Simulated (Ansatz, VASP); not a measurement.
**Al2O3 in VASP and in Ansatz**

File INCAR:

```
SYSTEM = Al2O3
PREC = Accurate
ENCUT = 520
EDIFF = 1E-6
ISMEAR = 0
SIGMA = 0.05
LREAL = .FALSE.
LASPH = .TRUE.
NELM = 60
ALGO = Normal
ISIF = 2
LWAVE = .FALSE.
LCHARG = .FALSE.
GGA = PE
NBANDS = 35
```

The input KPOINTS:

```
regular mesh
0
G
  6 6 6
  0 0 0
```

File POSCAR:

```
Al2O3
1.0
    2.3091611309      1.3331948005      3.9823792863
   -2.3091611309      1.3331948005      3.9823792863
    0.0000000000     -2.6663896010      3.9823792863
Al O
4 6
Direct
    0.8521293568      0.8521293568      0.8521293568
    0.6478706432      0.6478706432      0.6478706432
    0.1478706432      0.1478706432      0.1478706432
    0.3521293568      0.3521293568      0.3521293568
    0.0561574040      0.4438425960      0.7500000000
    0.7500000000      0.0561574040      0.4438425960
    0.4438425960      0.7500000000      0.0561574040
    0.9438425960      0.5561574040      0.2500000000
    0.2500000000      0.9438425960      0.5561574040
    0.5561574040      0.2500000000      0.9438425960
```

Input for Ansatz:

```yaml
crystal:
  lattice:
    - [2.3091611309, 1.3331948005, 3.9823792863]
    - [-2.3091611309, 1.3331948005, 3.9823792863]
    - [0.0, -2.666389601, 3.9823792863]
  atoms:
    - { symbol: Al, position: [0.8521293568, 0.8521293568, 0.8521293568] }
    - { symbol: Al, position: [0.6478706432, 0.6478706432, 0.6478706432] }
    - { symbol: Al, position: [0.1478706432, 0.1478706432, 0.1478706432] }
    - { symbol: Al, position: [0.3521293568, 0.3521293568, 0.3521293568] }
    - { symbol: O, position: [0.056157404, 0.443842596, 0.75] }
    - { symbol: O, position: [0.75, 0.056157404, 0.443842596] }
    - { symbol: O, position: [0.443842596, 0.75, 0.056157404] }
    - { symbol: O, position: [0.943842596, 0.556157404, 0.25] }
    - { symbol: O, position: [0.25, 0.943842596, 0.556157404] }
    - { symbol: O, position: [0.556157404, 0.25, 0.943842596] }
basis:
  ecutwfc: 520.0
kpoints:
  mp_grid: { grid: [6, 6, 6] }
hamiltonian:
  xc: pbe
  pseudopotentials: { kind: paw, azcp: { folder: soft_1 } }
scf:
  occupations: { method: gaussian, width: 0.05 }
output:
  forces: true
  stress: true
  eigenvalues: true
```

Alike in both runs: task single point; functional PBE; k mesh 6 × 6 × 6; occupations gaussian, width 0.05 eV; no spin polarisation.

```csv
,VASP,Ansatz
version,VASP 6.6.1,Ansatz 0.2.0
potentials or method,"VASP PAW PBE potentials, release 64 (Al, O)","scalar-relativistic, plane waves, PAW"
plane-wave cutoff (eV),520,520
valence electrons in the cell,48,48
```

```csv
,VASP,Ansatz,Ansatz less VASP
gap on the k mesh at the Fermi level (eV),7.52,7.52,-0.006
least direct gap on the mesh (eV),7.52,7.52,-0.006
rms of the force components (eV/Å),0.245,0.236,-0.0087
```

Atom by atom the forces differ by 0.009 eV/Å (rms over components).

 A k mesh can miss the band edges.
